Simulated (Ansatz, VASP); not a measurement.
## BeS: VASP beside Ansatz

```
S Be
1.0
     0.00000    2.42500    2.42500
     2.42500    0.00000    2.42500
     2.42500    2.42500    0.00000
S Be
1 1
Cartesian
  3.6375 3.6375 3.6375
  0.0000 0.0000 0.0000
```

Alike in both runs: task relaxation of cell and atoms; functional r2SCAN; k mesh 9 × 9 × 9; occupations fermi-dirac, width 0.05 eV; no spin polarisation.

|  | VASP | Ansatz |
| --- | --- | --- |
| version | VASP 6.6.1 | Ansatz 0.2.0 |
| potentials or method | VASP PAW PBE potentials, release 64 (S, Be) | Ansatz PAW |
| plane-wave cutoff (eV) | 600 | 500 |
| valence electrons in the cell | 8 | 8 |

VASP gave:

- gap on the k mesh at the Fermi level, each at its own relaxed structure (eV): 3.70
- relaxed volume (Å³/atom): 14.47
- relaxed cell length with the largest relative difference (Å): 3.446

Question: What did Ansatz give for the same quantities?

Answer: gap on the k mesh at the Fermi level, each at its own relaxed structure (eV): 3.69; relaxed volume (Å³/atom): 14.42; relaxed cell length with the largest relative difference (Å): 3.443.

Caveats: the PAW data sets were made with another functional, which shifts forces and pressure a little (VASP); an odd mesh through Γ misses points on the zone boundary, where band edges often lie (VASP); odd divisions of the mesh miss points on the zone boundary, where band edges often lie, so the gap on the mesh can be too wide (Ansatz); the plane-wave basis is chosen anew once the cell has moved, so the energies of steps on either side of that aren't comparable (Ansatz); the PAW data sets come from PBE, with cores solved anew for the run's functional, which leaves a small shift of forces and pressure (Ansatz). Zero-point motion and thermal expansion aren't in these numbers.
